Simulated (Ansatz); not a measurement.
# MnS: relaxation of cell and atoms with LDA+U

The system is MnS.

```xyz
2
Lattice="0.0000 2.6045 2.6045 2.6045 0.0000 2.6045 2.6045 2.6045 0.0000" Properties=species:S:1:pos:R:3 pbc="T T T"
Mn    0.0000    0.0000    0.0000
S     2.6045    2.6045    2.6045
```

* Program: Ansatz 0.2.0
* Task: relaxation of cell and atoms
* Functional: LDA
* Potentials or basis: Ansatz PAW
* Cutoff: 420 eV (not typed: the program's choice for these potentials)
* k mesh: 9 × 9 × 9
* Occupations: fermi-dirac, width 0.05 eV
* Spin: collinear spin, ferromagnetic start
* Starting moments: [4.0, 0.0] μB
* Hubbard terms: Mn d U = 4.5 eV
* Hubbard projectors: ortho-atomic (the default)
* Double counting: fll (the default)

```json
{
 "Relaxed volume": "17.38 Å³/atom",
 "Relaxed cell": "a = 3.664 Å, b = 3.664 Å, c = 3.664 Å, α = 60.00°, β = 60.00°, γ = 60.00°",
 "Space group after relaxing (to 0.05 Å)": "Fm-3m (No. 225)",
 "Energy gained by relaxing": "1.3 meV/atom",
 "Ionic steps": "4",
 "Pressure after relaxing": "0.0 GPa",
 "Band gap on the k mesh": "0.84 eV, indirect (least direct gap 2.45 eV)",
 "Net moment": "5.00 μB per cell",
 "Absolute moment": "5.00 μB per cell",
 "Site moments": "Mn +4.47; S +0.13 μB"
}
```

The path:
```tsv
step	energy change (eV)	largest force (eV/Å)	volume (Å³)
1	0.0000	0.0000	35.33
2	-0.0027	0.0000	34.77
3	-0.0026	0.0000	34.77
4	-0.0026	0.0000	34.77
```

Final structure:
```
CELL_PARAMETERS angstrom
0.00000 2.59051 2.59051
2.59051 0.00000 2.59051
2.59051 2.59051 0.00000
ATOMIC_POSITIONS crystal
Mn 0.00000 0.00000 0.00000
S 0.50000 0.50000 0.50000
```

Levels at points of the mesh, in eV from the valence-band top:
Spin up:
```tsv
k point	band 10	band 11	band 12	band 13	band 14	band 15	band 16	band 17
(0.00, 0.00, 0.00)	-5.70	-1.47	-1.47	-1.47	1.92	8.64	8.64	8.64
```
Spin down:
```tsv
k point	band 6	band 7	band 8	band 9	band 10	band 11
(0.00, 0.00, 0.00)	-1.18	-1.18	-1.18	1.89	1.89	2.06
```

Eigenvalues of the final occupation matrices:
```tsv
site	spin	trace	eigenvalues
site 1	1	4.98	0.99 0.99 1.00 1.00 1.00
site 1	2	0.29	0.03 0.03 0.03 0.11 0.11
```

It took 11 s on 2 threads of Arm Neoverse N1, with other jobs on the host, peak memory 0.35 GiB.

Caveat: the magnetic or orbital state may not be the lowest; odd divisions of the mesh miss points on the zone boundary, where band edges often lie, so the gap on the mesh can be too wide; the plane-wave basis is chosen anew once the cell has moved, so the energies of steps on either side of that aren't comparable; a cell with one magnetic atom can't hold antiferromagnetic order, which such compounds often take; the PAW data sets come from PBE, with cores solved anew for the run's functional, which leaves a small shift of forces and pressure. Zero-point motion and thermal expansion aren't in these numbers.
